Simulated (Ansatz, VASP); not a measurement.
**One calculation of GaN, two programs**

INCAR

```
SYSTEM = GaN
ALGO = Normal
EDIFF = 1E-7
ENCUT = 520
GGA = PS
ISIF = 2
ISMEAR = 0
LASPH = .True.
LCHARG = .False.
LREAL = .False.
LWAVE = .False.
NBANDS = 26
NELM = 80
PREC = Accurate
SIGMA = 0.05
```

File KPOINTS:

```
k-points
0
Gamma
  12 12 6
  0 0 0
```

The input POSCAR:

```
GaN
1.0
    3.1824587719      0.0000000000      0.0000000000
   -1.5912293860      2.7560901429      0.0000000000
    0.0000000000      0.0000000000      5.1851394219
Ga N
2 2
Direct
    0.3333333333      0.6666666667      0.9991906513
    0.6666666667      0.3333333333      0.4991906513
    0.3333333333      0.6666666667      0.3758093487
    0.6666666667      0.3333333333      0.8758093487
```

Input for Ansatz:

```yaml
crystal:
  lattice:
    - [3.1824587719, 0.0, 0.0]
    - [-1.591229386, 2.7560901429, 0.0]
    - [0.0, 0.0, 5.1851394219]
  atoms:
    - { symbol: Ga, position: [0.3333333333, 0.6666666667, 0.9991906513] }
    - { symbol: Ga, position: [0.6666666667, 0.3333333333, 0.4991906513] }
    - { symbol: "N", position: [0.3333333333, 0.6666666667, 0.3758093487] }
    - { symbol: "N", position: [0.6666666667, 0.3333333333, 0.8758093487] }
basis:
  ecutwfc: 520.0
kpoints:
  mp_grid: { grid: [12, 12, 6] }
hamiltonian:
  xc: pbesol
scf:
  occupations: { method: gaussian, width: 0.05 }
output:
  forces: true
  stress: true
  eigenvalues: true
  write_density: true
  write_potential: true
  elf: true
  volumetric_format: npy
```

Alike in both runs: task single point; functional PBEsol; k mesh 12 × 12 × 6; occupations gaussian, width 0.05 eV; no spin polarisation.

|  | VASP | Ansatz |
| --- | --- | --- |
| version | VASP 6.6.1 | Ansatz 0.2.0 |
| potentials or method | VASP PAW PBE potentials, release 64 (Ga_d, N) | scalar-relativistic, plane waves, PAW |
| plane-wave cutoff (eV) | 520 | 520 |
| valence electrons in the cell | 36 | 36 |

VASP gave:

| Property | Result |
| --- | --- |
| gap on the k mesh at the Fermi level (eV) | 1.89 |
| least direct gap on the mesh (eV) | 1.89 |
| pressure (GPa) | -0.2 |

Task: Estimate Ansatz's values.

Result: gap on the k mesh at the Fermi level (eV): 1.88; least direct gap on the mesh (eV): 1.88; pressure (GPa): 0.0.

Caveats: the PAW data sets were made with another functional, which shifts forces and pressure a little (VASP).
